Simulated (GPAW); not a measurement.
Ta:

```
Ta
1.0
    -1.65128    1.65128    1.65128
     1.65128   -1.65128    1.65128
     1.65128    1.65128   -1.65128
Ta
1
Direct
  0.00000 0.00000 0.00000
```

```yaml
Program: GPAW 26.7.0
Task: relaxation of cell and atoms
Functional: PBEsol
Dispersion: D3(BJ)
Potentials_or_basis: PAW data sets generated in the run's folder for this functional
Cutoff: 600 eV
Basis: pw
k_mesh: 11 × 11 × 11
Occupations: fermi-dirac, width 0.05 eV
Spin: no spin polarisation
```

At the start: pressure -10.5 GPa; volume 18.01 Å³/atom.

Problem. How do energy, volume and symmetry change on relaxing?

Solution. Over 14 steps the energy falls by 32.1 meV/atom and the volume is 17.10 Å³/atom (-5.1 %); space group Im-3m (No. 229, to 0.05 Å).

Step by step:
```tsv
step	energy change (eV)	largest force (eV/Å)	pressure (GPa)	volume (Å³)
1	0.0000	0.0000	-10.52	18.01
2	-0.0288	0.0000	-3.55	17.38
3	-0.0200	0.0000	7.59	16.58
4	-0.0242	0.0000	6.07	16.68
5	-0.0295	0.0000	3.43	16.86
6	-0.0321	0.0000	0.26	17.09
7	-0.0301	0.0000	-2.77	17.32
8	-0.0303	0.0000	-2.65	17.31
9	-0.0306	0.0000	-2.41	17.29
10	-0.0310	0.0000	-2.06	17.26
11	-0.0314	0.0000	-1.62	17.23
12	-0.0318	0.0000	-1.10	17.19
13	-0.0320	0.0000	-0.52	17.14
14	-0.0321	0.0000	0.08	17.10
```

Final structure:
```cif
data_structure
_symmetry_space_group_name_H-M 'P 1'
_symmetry_Int_Tables_number 1
_cell_length_a 2.8110
_cell_length_b 2.8110
_cell_length_c 2.8110
_cell_angle_alpha 109.471
_cell_angle_beta 109.471
_cell_angle_gamma 109.471
_cell_volume 17.10
loop_
_atom_site_label
_atom_site_type_symbol
_atom_site_fract_x
_atom_site_fract_y
_atom_site_fract_z
_atom_site_occupancy
Ta1 Ta 0.00000 0.00000 0.00000 1
```

Caveat: later steps reuse the first step's grids; pairwise dispersion overbinds metals, which lowers pressure and volume.
